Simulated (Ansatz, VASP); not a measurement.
Au: VASP beside Ansatz

```
CELL_PARAMETERS angstrom
0.00000 2.08306 2.08306
2.08306 0.00000 2.08306
2.08306 2.08306 0.00000
ATOMIC_POSITIONS crystal
Au 0.00000 0.00000 0.00000
```

Alike in both runs: task relaxation of cell and atoms; functional PBE; k mesh 18 × 18 × 18; occupations gaussian, width 0.1 eV; no spin polarisation.

```csv
,VASP,Ansatz
version,VASP 6.6.1,Ansatz 0.2.0
potentials or method,"VASP PAW PBE potentials, release 64 (Au)","scalar-relativistic, plane waves, PAW"
plane-wave cutoff (eV),600,420
valence electrons in the cell,11,19
```

```tsv
	VASP	Ansatz	Ansatz less VASP
gap on the k mesh at the Fermi level, each at its own relaxed structure (eV)	none	none	-
relaxed volume (Å³/atom)	17.96	17.97	+0.017
relaxed cell length with the largest relative difference (Å)	2.939	2.940	+0.0009
```

A gap of «none» marks a metal or a gap that the smearing closes. The two sets of potentials don't hold the same shells in valence.

The runs have no spin-orbit coupling, so splittings on Au are missing.
